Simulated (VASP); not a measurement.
# MgS (F-43m) in VASP: notebook, part 2 of 3

VASP 6.6.1. The steps go on from the part before.

### 3 G0W0 quasiparticle levels, PBE

The input, POSCAR:

```
MgS
1.0
    0.0000000000      2.8331200468      2.8331200468
    2.8331200468      0.0000000000      2.8331200468
    2.8331200468      2.8331200468      0.0000000000
S Mg
1 1
Direct
    0.2500000000      0.2500000000      0.2500000000
    0.0000000000      0.0000000000      0.0000000000
```

The input, INCAR.step1:

```
PREC = Accurate
ENCUT = 450
EDIFF = 1E-8
ISMEAR = 0
SIGMA = 0.01
LREAL = False
LASPH = True
NELM = 80
ALGO = Normal
LWAVE = True
LCHARG = False
GGA = PE
```

The input, INCAR.step2:

```
PREC = Accurate
ENCUT = 450
EDIFF = 1E-8
ISMEAR = 0
SIGMA = 0.01
LREAL = False
LASPH = True
NELM = 1
ALGO = Exact
LWAVE = True
LCHARG = False
GGA = PE
NBANDS = 340
LOPTICS = True
ISTART = 1
```

The input, INCAR.step3:

```
PREC = Accurate
ENCUT = 450
EDIFF = 1E-8
ISMEAR = 0
SIGMA = 0.01
LREAL = False
LASPH = True
ALGO = EVGW0
LWAVE = False
LCHARG = False
GGA = PE
NELMGW = 1
NBANDS = 340
ENCUTGW = 220
NOMEGA = 50
PRECFOCK = Fast
ISTART = 1
NBANDSGW = 12
```

The input, KPOINTS:

```
Automatic mesh
0
Gamma
  4 4 4
```

Potentials or basis: VASP PAW PBE potentials, release 64 (S_GW, Mg_GW).

Run with:

```console
cat potpaw_PBE.64/S_GW/POTCAR potpaw_PBE.64/Mg_GW/POTCAR > POTCAR
cp INCAR.step1 INCAR
mpirun -np 1 vasp_std > vasp.out
cp INCAR.step2 INCAR
mpirun -np 1 vasp_std > vasp.out
cp INCAR.step3 INCAR
mpirun -np 1 vasp_std > vasp.out
```

OUTCAR:

```text
PREC = Accurate
   ENCUT = 450
   EDIFF = 1E-8
   ISMEAR = 0
   LREAL = False
   LASPH = True
   GGA = PE
   NELMGW = 1
   ENCUTGW = 220
   PRECFOCK = Fast
   ISTART = 1

 ion  position               nearest neighbor table
   1  0.250  0.250  0.250-   2 2.45   2 2.45   2 2.45   2 2.45
   2  0.000  0.000  0.000-   1 2.45   1 2.45   1 2.45   1 2.45

  LATTYP: Found a face centered cubic cell.
 ALAT       =     5.6662400936

  Lattice vectors:

 A1 = (   0.0000000000,   2.8331200468,   2.8331200468)
 A2 = (   2.8331200468,   0.0000000000,   2.8331200468)
 A3 = (   2.8331200468,   2.8331200468,   0.0000000000)

Analysis of symmetry for initial positions (statically):
=====================================================================
 Subroutine PRICEL returns:
 Original cell was already a primitive cell.

 Routine SETGRP: Setting up the symmetry group for a
 face centered cubic supercell.

 Subroutine GETGRP returns: Found 24 space group operations
 (whereof 24 operations were pure point group operations)
 out of a pool of 48 trial point group operations.

The static configuration has the point symmetry T_d .

Analysis of symmetry for dynamics (positions and initial velocities):
=====================================================================
 Subroutine PRICEL returns:
 Original cell was already a primitive cell.

 Routine SETGRP: Setting up the symmetry group for a
 face centered cubic supercell.

 Subroutine GETGRP returns: Found 24 space group operations
 (whereof 24 operations were pure point group operations)
 out of a pool of 48 trial point group operations.

The dynamic configuration has the point symmetry T_d .

 Subroutine INISYM returns: Found 24 space group operations
 (whereof 24 operations are pure point group operations),
 and found     1 'primitive' translations

----------------------------------------------------------------------------------------

                                     Primitive cell

  volume of cell :      45.4805

  direct lattice vectors                    reciprocal lattice vectors
     0.000000000  2.833120047  2.833120047    -0.176483874  0.176483874  0.176483874
     2.833120047  0.000000000  2.833120047     0.176483874 -0.176483874  0.176483874
     2.833120047  2.833120047  0.000000000     0.176483874  0.176483874 -0.176483874

  length of vectors
     4.006636794  4.006636794  4.006636794     0.305679036  0.305679036  0.305679036

  position of ions in fractional coordinates (direct lattice)
     0.250000000  0.250000000  0.250000000
     0.000000000  0.000000000  0.000000000

  ion indices of the primitive-cell ions
   primitive index   ion index
                 1           1
                 2           2

----------------------------------------------------------------------------------------

 KPOINTS: Automatic mesh

Automatic generation of k-mesh.
 Grid dimensions read from file:
 generate k-points for:    4    4    4

 Generating k-lattice:

  Cartesian coordinates                     Fractional coordinates (reciprocal lattice)
    -0.044120968  0.044120968  0.044120968     0.250000000  0.000000000  0.000000000
     0.044120968 -0.044120968  0.044120968     0.000000000  0.250000000  0.000000000
     0.044120968  0.044120968 -0.044120968     0.000000000  0.000000000  0.250000000

  Length of vectors
     0.076419759  0.076419759  0.076419759

  Shift w.r.t. Gamma in fractional coordinates (k-lattice)
     0.000000000  0.000000000  0.000000000

 Subroutine IBZKPT returns following result:
 ===========================================

 Found      8 irreducible k-points:

 Following reciprocal coordinates:
            Coordinates               Weight
  0.000000  0.000000  0.000000      1.000000
  0.250000  0.000000  0.000000      8.000000
  0.500000  0.000000  0.000000      4.000000
  0.250000  0.250000  0.000000      6.000000
  0.500000  0.250000  0.000000     24.000000
 -0.250000  0.250000  0.000000     12.000000
  0.500000  0.500000  0.000000      3.000000
 -0.250000  0.500000  0.250000      6.000000
   k-points           NKPTS =      8   k-points in BZ     NKDIM =     64   number of bands    NBANDS=    340
   number of dos      NEDOS =    301   number of ions     NIONS =      2
   total plane-waves  NPLWV =  21952
   dimension x,y,z NGX =    28 NGY =   28 NGZ =   28
   dimension x,y,z NGXF=    56 NGYF=   56 NGZF=   56
   ions per type =               1   1
   NGX,Y,Z   is equivalent  to a cutoff of  11.62, 11.62, 11.62 a.u.
   NGXF,Y,Z  is equivalent  to a cutoff of  23.24, 23.24, 23.24 a.u.
 SYSTEM =  unknown system
   PREC   = accura    normal or accurate (medium, high low for compatibility)
   ISTART =      1    job   : 0-new  1-cont  2-samecut
   ICHARG =      0    charge: 1-file 2-atom 10-const
   ISPIN  =      1    spin polarized calculation?
   LNONCOLLINEAR =      F non collinear calculations
   LSORBIT =      F    spin-orbit coupling
   LASPH  =      T    aspherical Exc in radial PAW
   ENCUT  =  450.0 eV  33.07 Ry    5.75 a.u.   6.93  6.93  6.93*2*pi/ulx,y,z
   NELM   =     60;   NELMIN=  2; NELMDL=  0     # of ELM steps
   EDIFF  = 0.1E-07   stopping-criterion for ELM
   LREAL  =      F    real-space projection
   EDIFFG = 0.1E-06   stopping-criterion for IOM
   NSW    =      0    number of steps for IOM
   IBRION =     -1    ionic relax: 0-MD 1-quasi-New 2-CG
   NFREE  =      0    steps in history (QN), initial steepest desc. (CG)
   ISIF   =      0    stress and relaxation
   ISYM   =      3    0-nonsym 1-usesym 2-fastsym
   POTIM  = 0.5000    time-step for ionic-motion
   TEBEG  =    0.0;   TEEND  =   0.0 temperature during run
   PSTRESS=    0.0 pullay stress
   NELECT =       8.0000    total number of electrons
   NUPDOWN=      -1.0000    fix difference up-down
   EMIN   =  10.00;   EMAX   =-10.00  energy-range for DOS
   EFERMI =   0.00;   METHOD = LEGACY
   ISMEAR =     0;   SIGMA  =   0.01  broadening in eV -4-tet -1-fermi 0-gaus
   EFERMI_NEDOS =   21; number of points for ismear=-14 and -15
   IALGO  =     38    algorithm
   IMIX   =      4    mixing-type and parameters
     AMIX     =   0.40;   BMIX     =  1.00
     AMIX_MAG =   1.60;   BMIX_MAG =  1.00
  volume/ion in A,a.u.               =      22.74       153.46
  Fermi-wavevector in a.u.,A,eV,Ry     =   0.917269  1.733386 11.447692  0.841382
  Thomas-Fermi vector in A             =   2.042218
   LORBIT       =      0    0 simple, 1 ext, 2 COOP (PROOUT), +10 PAW based schemes
   GGA     = PE    functional components
   LHFCALC =     T    Hartree Fock is set to
   PRECFOCK=fast      Normal, Fast or Accurate (Low or Medium for compatibility)
   ENCUT4O =  -1.0   cutoff for four orbital integrals eV
   NKREDX  =     1    reduce k-point grid by
   NKREDY  =     1    reduce k-point grid by
   NKREDZ  =     1    reduce k-point grid by
   AEXX    =    1.0000 exact exchange contribution
   HFSCREEN=    0.0000 screening length (either q_TF or 0.3 A-1)
   HFSCREENC=   0.0000 screening length for correlation (either q_TF or 0.3 A-1)
   ENCUTFOCK=  -1.0 apply spherical cutoff to Coloumb kernel
   IVDW    =     0    specifies the selected vdW correction
   LEPSILON=     F    determine dielectric tensor
   LRPA    =     F    only Hartree local field effects (RPA)
   LRPAFORCE           =     F    calculate RPA forces
   ENCUTGW             = 220.0    cutoff for response function in eV
   ENCUTGWSOFT         = 176.0    soft cutoff for Coulomb kernel in GW response function in eV
   ENCUTLF             =  -1.0    cutoff for local field effects
   NELMGW              =     1    number of iterations in solving QP/BSE equation
   NELMHF              =     1    number of iterations in the inner HF iteration
   NKREDLFX            =     1    NKREDLFY  =   1   NKREDLFZ  =   1
 non-spin polarized calculation
 Gauss-broadening in eV      SIGMA  =   0.01
  energy-cutoff  :      450.00
  volume of cell :       45.48
 maximum number of plane-waves:       992
  NGX = 16; NGY = 16; NGZ = 16
   NGX = 13   NGY = 13   NGZ = 13
 maximum number of plane-waves:       344

 QP shifts <psi_nk| G(iteration)W_0 |psi_nk>: iteration 1
 for sc-GW calculations column KS-energies equals QP-energies in previous step
 and V_xc(KS)=  KS-energies - (<T + V_ion + V_H > + <T+V_H+V_ion>^1  + <V_x>^1)

 k-point   1 :       0.0000    0.0000    0.0000
  band No.  KS-energies  QP-energies   sigma(KS)   V_xc(KS)     V^pw_x(r,r')   Z            occupation Imag(sigma)

      1     -10.1908     -11.2502     -14.3298     -12.8418     -20.8990       0.7120       2.0000       1.3306
      2       1.0713      -0.2854     -14.6950     -12.9177     -16.1812       0.7633       2.0000       0.0100
      3       1.0713      -0.2854     -14.6950     -12.9177     -16.1812       0.7633       2.0000       0.0100
      4       1.0713      -0.2854     -14.6950     -12.9177     -16.1812       0.7633       2.0000       0.0100
      5       4.5116       4.8918      -7.8199      -8.2952      -4.3148       0.7999       0.0000      -0.0963
      6       8.9800       9.7166      -7.8536      -8.7927      -3.8156       0.7842       0.0000      -0.1086
      7       8.9800       9.7166      -7.8536      -8.7927      -3.8156       0.7842       0.0000      -0.1086
      8       8.9800       9.7166      -7.8536      -8.7927      -3.8156       0.7842       0.0000      -0.1086
      9      11.8274      12.6158      -8.4631      -9.4893      -3.9290       0.7683       0.0000      -0.1563
     10      11.8274      12.6158      -8.4631      -9.4893      -3.9290       0.7683       0.0000      -0.1563
     11      14.7665      15.0345      -6.3207      -6.6744      -1.4208       0.7577       0.0000      -0.3537
     12      14.9806      15.1309      -6.6502      -6.8476      -1.5555       0.7615       0.0000      -0.5334
[... 100 lines left out ...]
      1      -9.2850     -10.1970     -15.0469     -13.6998     -21.3911       0.6770       2.0000       1.0269
      2      -1.2228      -2.6536     -13.0349     -11.1010     -15.1552       0.7399       2.0000       0.0413
      3      -0.7535      -2.2369     -13.2425     -11.2593     -15.2028       0.7480       2.0000       0.0264
      4      -0.2489      -1.6747     -13.3307     -11.4359     -15.0948       0.7525       2.0000       0.0168
      5       6.5948       6.9559      -7.7405      -8.1969      -4.1150       0.7911       0.0000      -0.0994
      6       8.9481       9.7943      -9.0013     -10.0977      -4.7981       0.7719       0.0000      -0.1152
      7       9.2455       9.7694      -8.1039      -8.7712      -4.0959       0.7850       0.0000      -0.1099
      8       9.5807      10.1281      -7.3796      -8.0868      -3.0865       0.7739       0.0000      -0.1316
      9      13.6500      14.1565      -8.2070      -8.9014      -2.8350       0.7295       0.0000      -0.3417
     10      14.7372      15.6532      -9.9845     -11.2259      -4.5572       0.7378       0.0000      -0.3249
     11      14.8143      15.1689      -8.2086      -8.6862      -2.8777       0.7425       0.0000      -0.4195
     12      16.0144      16.7857      -9.3295     -10.3442      -3.7886       0.7601       0.0000      -0.5061
```

Run time: 5.1 min. Hardware: 1 thread of Intel Xeon Platinum 8488C (Sapphire Rapids), shared host; peak memory 0.7 GiB.

What came out:

* Band gap on the k mesh, mean-field level: 3.44 eV, direct
* Quasiparticle gap: 5.18 eV
* Least direct quasiparticle gap: 5.18 eV

Levels at points of the mesh, in eV from the valence-band top:
```tsv
k point	band 1	band 2	band 3	band 4	band 5	band 6	band 7	band 8
(0.00, 0.00, 0.00)	-11.26	0.00	0.00	0.00	3.44	7.91	7.91	7.91
(0.50, 0.00, 0.00)	-10.58	-3.12	-0.33	-0.33	5.09	7.61	7.61	8.59
(0.50, 0.50, 0.00)	-10.36	-2.81	-1.03	-1.03	3.88	5.63	11.13	12.26
```

Caveat: the k mesh is coarse (spacing up to 0.48 Å⁻¹), so the values aren't converged; bands, screening cutoff and mesh are small and nothing is extrapolated, so the quasiparticle values aren't converged.

### 4 G0W0 quasiparticle levels, PBE

POSCAR is that of step 3.

The input, INCAR.step1:

```
PREC = Accurate
ENCUT = 450
EDIFF = 1E-8
ISMEAR = 0
SIGMA = 0.01
LREAL = F
LASPH = T
NELM = 80
ALGO = Fast
LWAVE = T
LCHARG = F
GGA = PE
```

The input, INCAR.step2:

```
PREC = Accurate
ENCUT = 450
EDIFF = 1E-8
ISMEAR = 0
SIGMA = 0.01
LREAL = F
LASPH = T
NELM = 1
ALGO = Exact
LWAVE = T
LCHARG = F
GGA = PE
NBANDS = 123
LOPTICS = T
ISTART = 1
```

The input, INCAR.step3:

```
PREC = Accurate
ENCUT = 450
EDIFF = 1E-8
ISMEAR = 0
SIGMA = 0.01
LREAL = F
LASPH = T
ALGO = EVGW0
LWAVE = F
LCHARG = F
GGA = PE
NELMGW = 1
NBANDS = 123
ENCUTGW = 110
NOMEGA = 50
PRECFOCK = Fast
ISTART = 1
NBANDSGW = 12
```

The input, KPOINTS:

```
regular mesh
0
Gamma
  4 4 4
```

Potentials or basis: VASP PAW PBE potentials, release 64 (S_GW, Mg_GW).

Run with:

```console
cat potpaw_PBE.64/S_GW/POTCAR potpaw_PBE.64/Mg_GW/POTCAR > POTCAR
cp INCAR.step1 INCAR
mpirun -np 1 vasp_std > vasp.out
cp INCAR.step2 INCAR
mpirun -np 1 vasp_std > vasp.out
cp INCAR.step3 INCAR
mpirun -np 1 vasp_std > vasp.out
```

OUTCAR:

```text
PREC = Accurate
   ENCUT = 450
   EDIFF = 1E-8
   ISMEAR = 0
   LREAL = F
   LASPH = T
   GGA = PE
   NELMGW = 1
   ENCUTGW = 110
   PRECFOCK = Fast
   ISTART = 1

 ion  position               nearest neighbor table
   1  0.250  0.250  0.250-   2 2.45   2 2.45   2 2.45   2 2.45
[... 184 lines left out ...]
      2       1.0713      -0.0226     -14.3499     -12.9177     -16.1812       0.7638       2.0000       0.0755
      3       1.0713      -0.0226     -14.3499     -12.9177     -16.1812       0.7638       2.0000       0.0755
      4       1.0713      -0.0226     -14.3499     -12.9177     -16.1812       0.7638       2.0000       0.0755
      5       4.5116       5.0158      -7.6658      -8.2952      -4.3148       0.8010       0.0000      -0.0672
      6       8.9800       9.8153      -7.7283      -8.7927      -3.8156       0.7847       0.0000      -0.0864
      7       8.9800       9.8153      -7.7283      -8.7927      -3.8156       0.7847       0.0000      -0.0864
      8       8.9800       9.8153      -7.7283      -8.7927      -3.8156       0.7847       0.0000      -0.0864
      9      11.8274      12.7417      -8.2988      -9.4893      -3.9290       0.7681       0.0000      -0.1392
     10      11.8274      12.7417      -8.2988      -9.4893      -3.9290       0.7681       0.0000      -0.1392
     11      14.7665      15.0727      -6.2703      -6.6744      -1.4208       0.7579       0.0000      -0.3476
     12      14.9806      15.1830      -6.5808      -6.8476      -1.5555       0.7588       0.0000      -0.5257
[... 100 lines left out ...]
      1      -9.2850      -9.9232     -14.6423     -13.6999     -21.3911       0.6772       2.0000       1.1054
      2      -1.2228      -2.4776     -12.7967     -11.1010     -15.1552       0.7400       2.0000       0.1037
      3      -0.7535      -2.0504     -12.9911     -11.2594     -15.2028       0.7489       2.0000       0.0925
      4      -0.2489      -1.4764     -13.0669     -11.4360     -15.0948       0.7526       2.0000       0.0828
      5       6.5948       7.0630      -7.6058      -8.1969      -4.1149       0.7920       0.0000      -0.0740
      6       8.9481       9.9488      -8.8051     -10.0977      -4.7981       0.7742       0.0000      -0.0901
      7       9.2455       9.8902      -7.9480      -8.7712      -4.0959       0.7831       0.0000      -0.0875
      8       9.5807      10.2145      -7.2684      -8.0868      -3.0865       0.7744       0.0000      -0.1128
      9      13.6500      14.2784      -8.0405      -8.9014      -2.8350       0.7300       0.0000      -0.3342
     10      14.7372      15.8668      -9.7130     -11.2260      -4.5572       0.7466       0.0000      -0.3185
     11      14.8143      15.2950      -8.0397      -8.6862      -2.8777       0.7436       0.0000      -0.4149
     12      16.0144      16.9616      -9.1001     -10.3442      -3.7886       0.7614       0.0000      -0.4984
```

OUTCAR.step1:

```text
PREC = Accurate
   ENCUT = 450
   EDIFF = 1E-8
   ISMEAR = 0
   LREAL = F
   LASPH = T
[... 290 lines left out ...]
 -----------------------------------------------------------------------------------
      1.41656      1.41656      1.41656        -0.000000      0.000000     -0.000000
      0.00000      0.00000      0.00000         0.000000     -0.000000      0.000000
 -----------------------------------------------------------------------------------
    total drift:                                0.000000      0.000000      0.000000

  FREE ENERGIE OF THE ION-ELECTRON SYSTEM (eV)
  ---------------------------------------------------
  free  energy   TOTEN  =        -8.4608651317 eV

  energy  without entropy=       -8.4608651317  energy(sigma->0) =       -8.46086513
```

Wall time 42 s (1 thread of Intel Xeon 6975P-C (Granite Rapids), shared host); peak memory 0.34 GiB.

Results:

```
Band gap on the k mesh, mean-field level : 3.44 eV, direct
Quasiparticle gap                        : 5.04 eV
Least direct quasiparticle gap           : 5.04 eV
```

Caveat: the k mesh is coarse (spacing up to 0.48 Å⁻¹), so the values aren't converged; bands, screening cutoff and mesh are small and nothing is extrapolated, so the quasiparticle values aren't converged.

(Continued in part 3 of 3.)
